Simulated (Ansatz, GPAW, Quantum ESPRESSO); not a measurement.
## MoS2: 3 runs at one level of theory

```
CELL_PARAMETERS angstrom
3.22746 0.00000 0.00000
-1.61373 2.79507 0.00000
0.00000 0.00000 6.31247
ATOMIC_POSITIONS crystal
Mo 0.00000 0.00000 0.50000
S 0.66667 0.33333 0.74468
S 0.33333 0.66667 0.25532
```

Measurements of this composition are mostly on another form, of space group No. 194.

Alike in all runs: task band structure; functional LDA; k mesh 9 × 9 × 4; occupations fermi-dirac, width 0.05 eV; no spin polarisation; no spin-orbit coupling. LDA stands for any of its common fits. Pressure is positive in compression and, in plane waves, holds the error of the finite cutoff, which Ansatz's Pulay term estimates and takes out.

```csv
program and potentials,plane-wave cutoff (eV),notes,pressure (GPa),largest force (eV/Å)
"Ansatz, Ansatz PAW",420,"potentials made for PBE, which Ansatz adapts in part",-5.98,0.155
"Quantum ESPRESSO, PseudoDojo 0.4.1 SR LDA standard",1088,-,-5.91,0.145
"GPAW, the program's PAW data sets (release 1.2.1) made for this functional",600,-,-6.37,0.194
```

Force on atom 2 (S), eV/Å:

```csv
program and potentials,x,y,z
"Ansatz, Ansatz PAW",0.000,0.000,-0.155
"Quantum ESPRESSO, PseudoDojo 0.4.1 SR LDA standard",0.000,0.000,-0.145
"GPAW, the program's PAW data sets (release 1.2.1) made for this functional",0.000,0.000,-0.194
```

The pressure spans -6.37 (GPAW, the program's PAW data sets (release 1.2.1) made for this functional) to -5.91 GPa (Quantum ESPRESSO, PseudoDojo 0.4.1 SR LDA standard).

The functional is the same throughout but for its coding, so the spread measures potentials, basis and numerics; runs on potential files found faulty are left out.
